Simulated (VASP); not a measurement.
# AlP (F-43m) in VASP: a series of runs

Runs on AlP. Level: r2SCAN+D4. Tasks: single point.

All numbers are computed with VASP 6.6.1; they aren't measurements. Logs are shortened: lines on timing, memory, paths and dates and some standing lists are left out, and cuts for length are marked.

**Experimental background.**

A printed reference work, data compilation reports, for a bulk crystal of AlP at 4.2 K: band gap 2.505 eV (indirect).

The runs below are set against these values where they give the same quantity.

### 1 The cell of the first run

The structure is cubic, space group F-43m (No. 216). Conventional cell: a = 5.463 Å, b = 5.463 Å, c = 5.463 Å, α = 90.00°, β = 90.00°, γ = 90.00°. Al (site symmetry -43m) has 4 P at 2.37 Å within 3.1 Å. P (site symmetry -43m) has 4 Al at 2.37 Å within 3.1 Å.

### 2 Single point, r2SCAN+D4

POSCAR reads:

```
AlP
1.0
    0.0000000000      2.7313140604      2.7313140604
    2.7313140604      0.0000000000      2.7313140604
    2.7313140604      2.7313140604      0.0000000000
Al P
1 1
Direct
    0.0000000000      0.0000000000      0.0000000000
    0.2500000000      0.2500000000      0.2500000000
```

INCAR.step1 reads:

```
PREC = Accurate
ENCUT = 550
ISMEAR = 0
SIGMA = 0.01
LREAL = F
LASPH = T
NELM = 120
NBANDS = 11
GGA = PE
ALGO = Normal
EDIFF = 1E-5
LWAVE = T
LCHARG = F
GGA_COMPAT = F
```

INCAR.step2 reads:

```
PREC = Accurate
ENCUT = 550
EDIFF = 1E-6
ISMEAR = 0
SIGMA = 0.01
LREAL = F
LASPH = T
NELM = 120
ALGO = Normal
ISIF = 2
LWAVE = F
LCHARG = F
METAGGA = R2SCAN
LMIXTAU = T
IVDW = 13
VDW_S6 = 1.0
VDW_S8 = 0.6018749
VDW_A1 = 0.51559235
VDW_A2 = 5.77342911
NBANDS = 11
ISTART = 1
GGA_COMPAT = F
```

KPOINTS reads:

```
regular mesh
0
Gamma
  6 6 6
```

Potentials or basis: VASP PAW PBE potentials, release 64 (Al, P).

Command:

```sh
> cat potpaw_PBE.64/Al/POTCAR potpaw_PBE.64/P/POTCAR > POTCAR
> cp INCAR.step1 INCAR
> mpirun -np 1 vasp_std > vasp.out
> cp INCAR.step2 INCAR
> mpirun -np 1 vasp_std > vasp.out
```

OUTCAR:

```text
PREC = Accurate
   ENCUT = 550
   EDIFF = 1E-6
   ISMEAR = 0
   LREAL = F
   LASPH = T
   NELM = 120
   ISIF = 2
   METAGGA = R2SCAN
   IVDW = 13
   ISTART = 1

 ion  position               nearest neighbor table
   1  0.000  0.000  0.000-   2 2.37   2 2.37   2 2.37   2 2.37
   2  0.250  0.250  0.250-   1 2.37   1 2.37   1 2.37   1 2.37

  LATTYP: Found a face centered cubic cell.
 ALAT       =     5.4626281208

  Lattice vectors:

 A1 = (   0.0000000000,   2.7313140604,   2.7313140604)
 A2 = (   2.7313140604,   0.0000000000,   2.7313140604)
 A3 = (   2.7313140604,   2.7313140604,   0.0000000000)

Analysis of symmetry for initial positions (statically):
=====================================================================
 Subroutine PRICEL returns:
 Original cell was already a primitive cell.

 Routine SETGRP: Setting up the symmetry group for a
 face centered cubic supercell.

 Subroutine GETGRP returns: Found 24 space group operations
 (whereof 24 operations were pure point group operations)
 out of a pool of 48 trial point group operations.

The static configuration has the point symmetry T_d .

Analysis of symmetry for dynamics (positions and initial velocities):
=====================================================================
 Subroutine PRICEL returns:
 Original cell was already a primitive cell.

 Routine SETGRP: Setting up the symmetry group for a
 face centered cubic supercell.

 Subroutine GETGRP returns: Found 24 space group operations
 (whereof 24 operations were pure point group operations)
 out of a pool of 48 trial point group operations.

The dynamic configuration has the point symmetry T_d .

 Subroutine INISYM returns: Found 24 space group operations
 (whereof 24 operations are pure point group operations),
 and found     1 'primitive' translations

----------------------------------------------------------------------------------------

                                     Primitive cell

  volume of cell :      40.7516

  direct lattice vectors                    reciprocal lattice vectors
     0.000000000  2.731314060  2.731314060    -0.183062068  0.183062068  0.183062068
     2.731314060  0.000000000  2.731314060     0.183062068 -0.183062068  0.183062068
     2.731314060  2.731314060  0.000000000     0.183062068  0.183062068 -0.183062068

  length of vectors
     3.862661387  3.862661387  3.862661387     0.317072803  0.317072803  0.317072803

  position of ions in fractional coordinates (direct lattice)
     0.000000000  0.000000000  0.000000000
     0.250000000  0.250000000  0.250000000

  ion indices of the primitive-cell ions
   primitive index   ion index
                 1           1
                 2           2

----------------------------------------------------------------------------------------

 KPOINTS: regular mesh

Automatic generation of k-mesh.
 Grid dimensions read from file:
 generate k-points for:    6    6    6

 Generating k-lattice:

  Cartesian coordinates                     Fractional coordinates (reciprocal lattice)
    -0.030510345  0.030510345  0.030510345     0.166666667  0.000000000  0.000000000
     0.030510345 -0.030510345  0.030510345     0.000000000  0.166666667  0.000000000
     0.030510345  0.030510345 -0.030510345     0.000000000  0.000000000  0.166666667

  Length of vectors
     0.052845467  0.052845467  0.052845467

  Shift w.r.t. Gamma in fractional coordinates (k-lattice)
     0.000000000  0.000000000  0.000000000

 Subroutine IBZKPT returns following result:
 ===========================================

 Found     16 irreducible k-points:

 Following reciprocal coordinates:
            Coordinates               Weight
  0.000000  0.000000  0.000000      1.000000
  0.166667  0.000000  0.000000      8.000000
  0.333333  0.000000  0.000000      8.000000
  0.500000  0.000000  0.000000      4.000000
  0.166667  0.166667  0.000000      6.000000
  0.333333  0.166667  0.000000     24.000000
[... 8 lines left out ...]
 -0.333333  0.333333  0.166667     24.000000
 -0.333333  0.500000  0.166667     12.000000
   k-points           NKPTS =     16   k-points in BZ     NKDIM =     16   number of bands    NBANDS=     11
   number of dos      NEDOS =    301   number of ions     NIONS =      2
   total plane-waves  NPLWV =  27000
   dimension x,y,z NGX =    30 NGY =   30 NGZ =   30
   dimension x,y,z NGXF=    60 NGYF=   60 NGZF=   60
   ions per type =               1   1
   NGX,Y,Z   is equivalent  to a cutoff of  12.91, 12.91, 12.91 a.u.
   NGXF,Y,Z  is equivalent  to a cutoff of  25.82, 25.82, 25.82 a.u.
 SYSTEM =  unknown system
   PREC   = accura    normal or accurate (medium, high low for compatibility)
   ISTART =      1    job   : 0-new  1-cont  2-samecut
   ICHARG =      0    charge: 1-file 2-atom 10-const
   ISPIN  =      1    spin polarized calculation?
   LNONCOLLINEAR =      F non collinear calculations
   LSORBIT =      F    spin-orbit coupling
   LASPH  =      T    aspherical Exc in radial PAW
   ENCUT  =  550.0 eV  40.42 Ry    6.36 a.u.   7.39  7.39  7.39*2*pi/ulx,y,z
   NELM   =    120;   NELMIN=  2; NELMDL=  0     # of ELM steps
   EDIFF  = 0.1E-05   stopping-criterion for ELM
   LREAL  =      F    real-space projection
   EDIFFG = 0.1E-04   stopping-criterion for IOM
   NSW    =      0    number of steps for IOM
   IBRION =     -1    ionic relax: 0-MD 1-quasi-New 2-CG
   NFREE  =      0    steps in history (QN), initial steepest desc. (CG)
   ISIF   =      2    stress and relaxation
   ISYM   =      2    0-nonsym 1-usesym 2-fastsym
   POTIM  = 0.5000    time-step for ionic-motion
   TEBEG  =    0.0;   TEEND  =   0.0 temperature during run
   PSTRESS=    0.0 pullay stress
   NELECT =       8.0000    total number of electrons
   NUPDOWN=      -1.0000    fix difference up-down
   EMIN   =  10.00;   EMAX   =-10.00  energy-range for DOS
   EFERMI =   0.00;   METHOD = LEGACY
   ISMEAR =     0;   SIGMA  =   0.01  broadening in eV -4-tet -1-fermi 0-gaus
   EFERMI_NEDOS =   21; number of points for ismear=-14 and -15
   IALGO  =     38    algorithm
   IMIX   =      4    mixing-type and parameters
     AMIX     =   0.40;   BMIX     =  1.00
     AMIX_MAG =   1.60;   BMIX_MAG =  1.00
  volume/ion in A,a.u.               =      20.38       137.50
  Fermi-wavevector in a.u.,A,eV,Ry     =   0.951459  1.797996 12.316991  0.905273
  Thomas-Fermi vector in A             =   2.079930
   LORBIT       =      0    0 simple, 1 ext, 2 COOP (PROOUT), +10 PAW based schemes
   METAGGA = R2SCAN    functional components
   LHFCALC =     F    Hartree Fock is set to
   AEXX    =    0.0000 exact exchange contribution
   IVDW    =    13    specifies the selected vdW correction
   LEPSILON=     F    determine dielectric tensor
   LRPA    =     F    only Hartree local field effects (RPA)
 non-spin polarized calculation
 Gauss-broadening in eV      SIGMA  =   0.01
  energy-cutoff  :      550.00
  volume of cell :       40.75
 maximum number of plane-waves:      1243
 NGX is ok and might be reduce to    30
   NGX = 15   NGY = 15   NGZ = 15

 number of electron       7.9999999 magnetization

 Free energy of the ion-electron system (eV)
  ---------------------------------------------------
  ext. energy  EPLUGINS =         0.00000000
  ---------------------------------------------------
  free energy    TOTEN  =       -17.20291173 eV

  energy without entropy =      -17.20291173  energy(sigma->0) =      -17.20291173

 E-fermi :   4.4395     XC(G=0):  -9.6234

 val. band max:        4.3973631110   @ k =   0.0000   0.0000   0.0000
 cond. band min:       6.3076794057   @ k =   0.5000   0.5000   0.0000
 fundamental gap:      1.9103162947
 Fermi energy:         4.4394895072

 k-point     1 :       0.0000    0.0000    0.0000
  band No.  band energies     occupation
      1      -7.5831      2.00000
      2       4.3974      2.00000
      3       4.3974      2.00000
      4       4.3974      2.00000
      5       8.3869      0.00000
      6       9.3700      0.00000
      7       9.3700      0.00000
      8       9.3700      0.00000
      9      13.7041      0.00000
     10      13.7041      0.00000
     11      15.5825      0.00000

 k-point     2 :       0.1667    0.0000    0.0000
  band No.  band energies     occupation
      1      -7.2672      2.00000
      2       2.5214      2.00000
      3       4.1484      2.00000
      4       4.1484      2.00000
      5       8.5645      0.00000
      6       9.8241      0.00000
      7       9.8241      0.00000
      8      10.6486      0.00000
      9      13.0748      0.00000
     10      13.0748      0.00000
     11      16.0776      0.00000

 k-point     3 :       0.3333    0.0000    0.0000
  band No.  band energies     occupation
      1      -6.4470      2.00000
      2      -0.0326      2.00000
      3       3.7630      2.00000
      4       3.7630      2.00000
      5       7.9614      0.00000
      6       9.8631      0.00000
      7       9.8631      0.00000
      8      13.0201      0.00000
      9      14.0916      0.00000
     10      14.0916      0.00000
     11      15.5376      0.00000

 k-point     4 :       0.5000    0.0000    0.0000
  band No.  band energies     occupation
      1      -5.8411      2.00000
      2      -1.2690      2.00000
      3       3.6065      2.00000
      4       3.6065      2.00000
      5       7.7180      0.00000
      6       9.6180      0.00000
      7       9.6180      0.00000
      8      13.3428      0.00000
      9      16.5602      0.00000
     10      16.5602      0.00000
     11      17.1570      0.00000

 k-point     5 :       0.1667    0.1667    0.0000
  band No.  band energies     occupation
      1      -7.1606      2.00000
      2       2.7209      2.00000
      3       3.6319      2.00000
      4       3.6319      2.00000
      5       8.3957      0.00000
      6       9.6734      0.00000
      7      10.7346      0.00000
      8      10.7346      0.00000
      9      12.0575      0.00000
     10      14.2593      0.00000
     11      17.4157      0.00000
[... 99 lines left out ...]
 k-point    13 :       0.5000    0.5000    0.0000
  band No.  band energies     occupation
      1      -5.1524      2.00000
      2      -1.0310      2.00000
      3       2.2203      2.00000
      4       2.2203      2.00000
      5       6.3077      0.00000
      6       7.2419      0.00000
      7      16.3765      0.00000
      8      16.3765      0.00000
      9      17.1521      0.00000
     10      17.1521      0.00000
     11      17.4495      0.00000

 k-point    14 :       0.5000    0.3333    0.1667
  band No.  band energies     occupation
      1      -5.7980      2.00000
      2      -0.1100      2.00000
      3       1.6587      2.00000
      4       2.7688      2.00000
      5       8.6478      0.00000
      6       9.6919      0.00000
      7      10.4161      0.00000
      8      13.2300      0.00000
      9      14.4165      0.00000
     10      16.7074      0.00000
     11      18.6296      0.00000

 k-point    15 :      -0.3333    0.3333    0.1667
  band No.  band energies     occupation
      1      -5.3236      2.00000
      2      -0.6970      2.00000
      3       1.1938      2.00000
      4       2.3666      2.00000
      5       8.8381      0.00000
      6       9.8587      0.00000
      7      11.8453      0.00000
      8      12.6084      0.00000
      9      13.9757      0.00000
     10      17.1585      0.00000
     11      18.1489      0.00000

 k-point    16 :      -0.3333    0.5000    0.1667
  band No.  band energies     occupation
      1      -5.1152      2.00000
      2      -0.7468      2.00000
      3       1.4035      2.00000
      4       1.6699      2.00000
      5       8.0794      0.00000
      6       9.1453      0.00000
      7      12.6672      0.00000
      8      13.0066      0.00000
      9      16.5339      0.00000
     10      17.0711      0.00000
     11      18.6050      0.00000

------------------------ aborting loop because EDIFF is reached ----------------------------------------

  DFT-D4 for vdW energy calculation

  Edisp (eV):   -0.23550

  FORCE on cell =-STRESS in cart. coord.  units (eV):
  Direction    XX          YY          ZZ          XY          YZ          ZX
  --------------------------------------------------------------------------------------
  -------------------------------------------------------------------------------------
  Total      -0.07809    -0.07809    -0.07809     0.00000     0.00000     0.00000
  in kB      -3.07023    -3.07023    -3.07023     0.00000     0.00000     0.00000
  external pressure =       -3.07 kB  Pullay stress =        0.00 kB

 VOLUME and BASIS-vectors are now :
 -----------------------------------------------------------------------------
  energy-cutoff  :      550.00
  volume of cell :       40.75
      direct lattice vectors                 reciprocal lattice vectors
     0.000000000  2.731314060  2.731314060    -0.183062068  0.183062068  0.183062068
     2.731314060  0.000000000  2.731314060     0.183062068 -0.183062068  0.183062068
     2.731314060  2.731314060  0.000000000     0.183062068  0.183062068 -0.183062068

 POSITION                                       TOTAL-FORCE (eV/Angst)
 -----------------------------------------------------------------------------------
      0.00000      0.00000      0.00000        -0.000000     -0.000000     -0.000000
      1.36566      1.36566      1.36566         0.000000      0.000000      0.000000
 -----------------------------------------------------------------------------------
    total drift:                               -0.000000     -0.000000     -0.000000

  FREE ENERGIE OF THE ION-ELECTRON SYSTEM (eV)
  ---------------------------------------------------
  free  energy   TOTEN  =       -17.4384120482 eV

  energy  without entropy=      -17.4384120482  energy(sigma->0) =      -17.43841205
```

Run time: 35 s. Hardware: 1 thread of Intel Xeon Platinum 8488C (Sapphire Rapids), shared host; peak memory 0.17 GiB.

Results:

```
Free energy                : -17.4384 eV
Pressure                   : -0.3 GPa
Band gap on the k mesh     : 1.91 eV, indirect (least direct gap 3.99 eV)
Dispersion energy per atom : -0.118 eV
```

Caveat: the PAW data sets were made with another functional, which shifts forces and pressure a little.

### 3 Single point, r2SCAN+D4

This run uses another cell than the first one, of 20.25 Å³/atom, 0.994 times its volume.

POSCAR reads:

```
AlP
1.0
    0.0000000000      2.7255000000      2.7255000000
    2.7255000000      0.0000000000      2.7255000000
    2.7255000000      2.7255000000      0.0000000000
Al P
1 1
Direct
    0.0000000000      0.0000000000      0.0000000000
    0.2500000000      0.2500000000      0.2500000000
```

INCAR.step1 reads:

```
SYSTEM = AlP
ALGO     = Normal         ! electronic algorithm
EDIFF    = 1E-5           ! SCF threshold, eV
ENCUT    = 550            ! plane-wave cutoff, eV
GGA      = PE             ! functional
GGA_COMPAT= .FALSE.      
ISMEAR   = 0              ! smearing method
LASPH    = .TRUE.         ! aspherical terms in the spheres
LCHARG   = .FALSE.        ! write CHGCAR
LREAL    = .FALSE.        ! projectors in reciprocal space
LWAVE    = .TRUE.         ! write WAVECAR
NBANDS   = 11             ! bands
NELM     = 120            ! most SCF steps
PREC     = Accurate       ! precision mode
SIGMA    = 0.01           ! smearing width, eV
```

INCAR.step2 reads:

```
SYSTEM = AlP
ALGO     = Normal         ! electronic algorithm
EDIFF    = 1E-6           ! SCF threshold, eV
ENCUT    = 550            ! plane-wave cutoff, eV
GGA_COMPAT= .FALSE.      
ISIF     = 2              ! what is computed and relaxed
ISMEAR   = 0              ! smearing method
ISTART   = 1            
IVDW     = 13             ! dispersion correction
LASPH    = .TRUE.         ! aspherical terms in the spheres
LCHARG   = .FALSE.        ! write CHGCAR
LMIXTAU  = .TRUE.       
LREAL    = .FALSE.        ! projectors in reciprocal space
LWAVE    = .FALSE.        ! write WAVECAR
METAGGA  = R2SCAN         ! meta-GGA
NBANDS   = 11             ! bands
NELM     = 120            ! most SCF steps
PREC     = Accurate       ! precision mode
SIGMA    = 0.01           ! smearing width, eV
VDW_A1   = 0.51559235   
VDW_A2   = 5.77342911   
VDW_S6   = 1.0          
VDW_S8   = 0.6018749
```

KPOINTS reads:

```
k-points
0
G
  6 6 6
  0 0 0
```

Potentials or basis: VASP PAW PBE potentials, release 64 (Al, P).

Command:

```sh
> cat potpaw_PBE.64/Al/POTCAR potpaw_PBE.64/P/POTCAR > POTCAR
> cp INCAR.step1 INCAR
> mpirun -np 1 vasp_std > vasp.out
> cp INCAR.step2 INCAR
> mpirun -np 1 vasp_std > vasp.out
```

Run time: 28 s. Hardware: 1 thread of Intel Xeon Platinum 8488C (Sapphire Rapids), shared host; peak memory 0.16 GiB.

It converged, with:

| Property | Result |
| --- | --- |
| Free energy | -17.4384 eV |
| Pressure | 0.3 GPa |
| Band gap on the k mesh | 1.90 eV, indirect (least direct gap 4.05 eV) |
| Dispersion energy per atom | -0.118 eV |

Levels at points of the mesh, in eV from the valence-band top:
| k point | band 1 | band 2 | band 3 | band 4 | band 5 | band 6 | band 7 | band 8 | band 9 |
| --- | --- | --- | --- | --- | --- | --- | --- | --- | --- |
| (0.00, 0.00, 0.00) | -12.02 | 0.00 | 0.00 | 0.00 | 4.05 | 4.98 | 4.98 | 4.98 | 9.31 |
| (0.50, 0.00, 0.00) | -10.26 | -5.70 | -0.79 | -0.79 | 3.35 | 5.22 | 5.22 | 8.97 | 12.18 |
| (0.50, 0.50, 0.00) | -9.56 | -5.45 | -2.19 | -2.19 | 1.90 | 2.84 | 12.04 | 12.04 | 12.78 |

Caveat: the PAW data sets were made with another functional, which shifts forces and pressure a little.

[end of part 1 of 2]
